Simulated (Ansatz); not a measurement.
Crystal: GaCuSe2.

```
Se Ga Cu
1.0
    -2.80955    2.80955    5.51300
     2.80955   -2.80955    5.51300
     2.80955    2.80955   -5.51300
Se Ga Cu
4 2 2
Direct
  0.12562 0.62500 0.00062
  0.87500 0.87438 0.49938
  0.62438 0.12500 0.99938
  0.37500 0.37562 0.50062
  0.25000 0.75000 0.50000
  0.50000 0.50000 0.00000
  0.75000 0.25000 0.50000
  0.00000 0.00000 0.00000
```

| Quantity | Value |
| --- | --- |
| Program | Ansatz 0.2.0 |
| Task | relaxation of cell and atoms |
| Functional | PBEsol |
| Potentials or basis | Ansatz PAW |
| Cutoff | 420 eV (not typed: the program's choice for these potentials) |
| k mesh | 7 × 7 × 7 |
| Occupations | fermi-dirac, width 0.05 eV |
| Spin | no spin polarisation |
| Hubbard terms | Cu d U = 3 eV |

At the start: volume 21.76 Å³/atom.

Q: Where does the relaxation end?

A: It ends after 5 steps and the volume is 21.57 Å³/atom (-0.9 %); space group I-42d (No. 122, to 0.05 Å).

Step by step:
| step | energy change (eV) | largest force (eV/Å) | volume (Å³) |
| --- | --- | --- | --- |
| 1 | 0.0000 | 0.2694 | 174.07 |
| 2 | -0.0165 | 0.0933 | 173.28 |
| 3 | -0.0197 | 0.0016 | 172.48 |
| 4 | -0.0197 | 0.0004 | 172.58 |
| 5 | -0.0193 | 0.0003 | 172.58 |

Final structure:
```yaml
crystal:
  lattice:
    - [-2.79292, 2.79292, 5.53105]
    - [2.79292, -2.79292, 5.53105]
    - [2.79292, 2.79292, -5.53105]
  atoms:
    - { symbol: Se, position: [0.12010, 0.62500, 0.99510] }
    - { symbol: Se, position: [0.87500, 0.87990, 0.50490] }
    - { symbol: Se, position: [0.62990, 0.12500, 0.00490] }
    - { symbol: Se, position: [0.37500, 0.37010, 0.49510] }
    - { symbol: Ga, position: [0.25000, 0.75000, 0.50000] }
    - { symbol: Ga, position: [0.50000, 0.50000, 0.00000] }
    - { symbol: Cu, position: [0.75000, 0.25000, 0.50000] }
    - { symbol: Cu, position: [0.00000, 0.00000, 0.00000] }
```

Caveat: the plane-wave basis is chosen anew once the cell has moved, so the energies of steps on either side of that aren't comparable; the PAW data sets come from PBE, with cores solved anew for the run's functional, which leaves a small shift of forces and pressure.
